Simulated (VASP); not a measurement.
## ZnO (zincite): equation of state with r2SCAN

The system is ZnO (zincite).

```
CELL_PARAMETERS angstrom
3.24931 0.00000 0.00000
-1.62465 2.81398 0.00000
0.00000 0.00000 5.20571
ATOMIC_POSITIONS crystal
Zn 0.66667 0.33333 0.00000
Zn 0.33333 0.66667 0.50000
O 0.33333 0.66667 0.87901
O 0.66667 0.33333 0.37901
```

| Quantity | Value |
| --- | --- |
| Program | VASP 6.6.1 |
| Task | equation of state |
| Functional | r2SCAN |
| Potentials or basis | VASP PAW PBE potentials, release 64 (Zn, O) |
| Cutoff | 520 eV |
| k mesh | 9 × 9 × 5 |
| Occupations | fermi-dirac, width 0.05 eV |
| Spin | no spin polarisation |

```yaml
Equilibrium_volume: 11.89 Å³/atom
Bulk_modulus_at_fixed_shape_and_positions: 150 GPa
Pressure_derivative_of_the_bulk_modulus: 4.6
```

Energy against volume, from the lowest point:
| volume (Å³/atom) | energy (meV/atom) |
| --- | --- |
| 11.186 | 21.99 |
| 11.424 | 9.28 |
| 11.662 | 2.16 |
| 11.900 | 0.00 |
| 12.138 | 2.28 |
| 12.376 | 8.58 |
| 12.614 | 18.39 |

All runs of the series together: 28 min on 1 thread of Intel(R) Xeon(R) Platinum 8375C CPU @ 2.90GHz (Ice Lake) (shared host).

Caveat: the cell was scaled at fixed shape and fractional positions, which overstates the stiffness of a crystal with free parameters, most of all of layers and chains; the PAW data sets were made with another functional, which shifts forces and pressure a little.
